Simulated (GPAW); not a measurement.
Something may be wrong with this GPAW 26.7.0 calculation of Al.

File run.py:

```python
import json
import numpy as np
from ase import Atoms
from ase.calculators.mixing import SumCalculator
from ase.constraints import FixSymmetry
from ase.filters import FrechetCellFilter
from ase.io import write
from ase.optimize import BFGS
from dftd4.ase import DFTD4
from phonopy import Phonopy
from phonopy.structure.atoms import PhonopyAtoms
from gpaw import GPAW, PW, setup_paths

setup_paths.insert(0, '.')

atoms = Atoms(['Al'],
              cell=[[0.0, 2.024805, 2.024805],
                    [2.024805, 0.0, 2.024805],
                    [2.024805, 2.024805, 0.0]],
              scaled_positions=[[0.0, 0.0, 0.0]],
              pbc=True)

calc = GPAW(mode=PW(510),
            xc='GGA_X_B88+GGA_C_P86',
            kpts={'size': (6, 6, 6), 'gamma': True},
            occupations={'name': 'mp', 'width': 0.05},
            nbands=7,
            convergence={'density': 1e-06, 'eigenstates': 1e-09},
            maxiter=50,
            txt='gpaw.txt')
atoms.calc = SumCalculator([calc, DFTD4(method='bp')])
atoms.set_constraint(FixSymmetry(atoms))
BFGS(FrechetCellFilter(atoms), trajectory='relax.traj', logfile='-').run(fmax=0.005, steps=40)
atoms.set_constraint()
energy = atoms.get_potential_energy()
forces = atoms.get_forces()
stress = atoms.get_stress()
calc.write('gs.gpw')
write('result.traj', atoms)
print('Cell:', atoms.cell.cellpar().round(4))
print(atoms.get_scaled_positions().round(5))

def force_constants(scale):
    unit = PhonopyAtoms(symbols=atoms.get_chemical_symbols(), cell=atoms.cell[:] * scale**(1 / 3),
                        scaled_positions=atoms.get_scaled_positions())
    ph = Phonopy(unit, supercell_matrix=np.diag([3, 3, 3]), primitive_matrix=np.eye(3), symprec=1e-4)
    ph.generate_displacements(distance=0.01)
    forces = []
    for i, sc in enumerate(ph.supercells_with_displacements):
        a = Atoms(sc.symbols, cell=sc.cell, scaled_positions=sc.scaled_positions, pbc=True)
        c = GPAW(mode=PW(510),
                 xc='GGA_X_B88+GGA_C_P86',
                 kpts={'size': (2, 2, 2), 'gamma': True},
                 occupations={'name': 'mp', 'width': 0.05},
                 nbands=74,
                 convergence={'density': 1e-06, 'eigenstates': 1e-09},
                 maxiter=50,
                 txt=f'disp-{scale:.3f}-{i:02d}.txt')
        a.calc = SumCalculator([c, DFTD4(method='bp')])
        f = a.get_forces()
        forces.append(f - f.mean(axis=0))
        print(f'displacement {i}: drift', f.mean(axis=0).round(5), flush=True)
    ph.forces = forces
    ph.produce_force_constants()
    ph.symmetrize_force_constants()
    return ph

qpoints = np.indices([3, 3, 3]).reshape(3, -1).T / [3, 3, 3]
results = {}
for scale in [1.0]:
    ph = force_constants(scale)
    ph.run_qpoints(qpoints)
    nu = ph.qpoints.frequencies * 33.35641  # THz to cm^-1
    results[f'{scale:.3f}'] = nu.tolist()
    for qp, f in zip(qpoints, nu):
        print(scale, np.round(qp, 4), f.round(2))

path = atoms.cell.bandpath('GXWKGLUWLK,UX', npoints=60, eps=1e-4)
ph.run_qpoints(path.kpts)
results['path'] = (ph.qpoints.frequencies * 33.35641).tolist()
results['path_q'] = path.kpts.tolist()
x, ticks, names = path.get_linear_kpoint_axis()
results['axis'] = [x.tolist(), list(ticks), names]
ph.run_mesh([15, 15, 15], is_gamma_center=True)
ph.run_thermal_properties(temperatures=[0, 100, 200, 300, 500, 800], cutoff_frequency=0.05)
tp = ph.thermal_properties
results['thermal'] = [list(v) for v in (tp.temperatures, tp.free_energy, tp.entropy, tp.heat_capacity)]
for t, fv, s, cv in zip(*results['thermal']):
    print(f'{t:6.0f} K  F {fv:9.4f} kJ/mol  S {s:9.4f} J/K/mol  Cv {cv:9.4f} J/K/mol')
json.dump(results, open('phonons.json', 'w'))
```

Potentials or basis: PAW data sets generated in the run's folder for this functional, pw.

Command:

```bash
$ gpaw-setup -f GGA_X_B88+GGA_C_P86 Al
$ OMP_NUM_THREADS=1 python run.py
```

gpaw.txt:

```text
__  _  _
 | _ |_)|_||  |
 |__||  | ||/\| - 26.7.0

Input parameters:
  mode=PW(ecut=510.0),
  convergence={'density': 1e-06, 'eigenstates': 1e-09},
  kpts=MonkhorstPack(size=(6, 6, 6), gamma=True),
  maxiter=50,
  nbands=7,
  occupations=Occupations(name='mp', width=0.05),
  xc=XC(name='GGA_X_B88+GGA_C_P86')
```

On the terminal:

```text
Traceback (most recent call last):
[... 22 lines left out ...]
  File "occupations.py", line 842, in create_occ_calc
ValueError: Unknown occupation number object name: mp
```

Problem. Diagnose the run.

Solution. The input was rejected before any iteration. The input holds a flaw that was put in on purpose: smearing name that the code doesn't know (occupations = name mp, width 0.05).
